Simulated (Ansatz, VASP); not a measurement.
## AlO2: VASP beside Ansatz

```xyz
3
Lattice="2.8527 0.0000 0.0000 -1.4264 2.4705 0.0000 0.0000 0.0000 4.2883" Properties=species:S:1:pos:R:3 pbc="T T T"
Al    0.0000    1.6470    2.1442
O     0.0000    0.0000    1.1181
O     0.0000    0.0000    3.1703
```

Alike in both runs: functional PBE; k mesh 6 × 6 × 4; occupations gaussian, width 0.1 eV; no spin polarisation.

Ansatz relaxed the structure, and its values are those at the end. VASP's run is a single point on that final structure, the one shown.

|  | VASP | Ansatz |
| --- | --- | --- |
| version | VASP 6.6.1 | Ansatz 0.2.0 |
| potentials or method | VASP PAW PBE potentials, release 64 (Al, O) | scalar-relativistic, plane waves, PAW |
| plane-wave cutoff (eV) | 520 | 420 |
| valence electrons in the cell | 15 | 15 |

```csv
,VASP,Ansatz,Ansatz less VASP
gap on the k mesh at the Fermi level (eV),none,none,-
pressure (GPa),-0.1,0.0,+0.06
rms of the force components (eV/Å),0.010,0.000,-0.0099
```

A gap of «none» marks a metal or a gap that the smearing closes. The functional is the same, so the differences come from potentials, cutoffs and numerics.

Caveats: the k mesh is coarse (spacing up to 0.42 Å⁻¹), so the values aren't converged; an odd number of electrons without spin polarisation forces a metal; a magnetic or distorted state may lie lower.
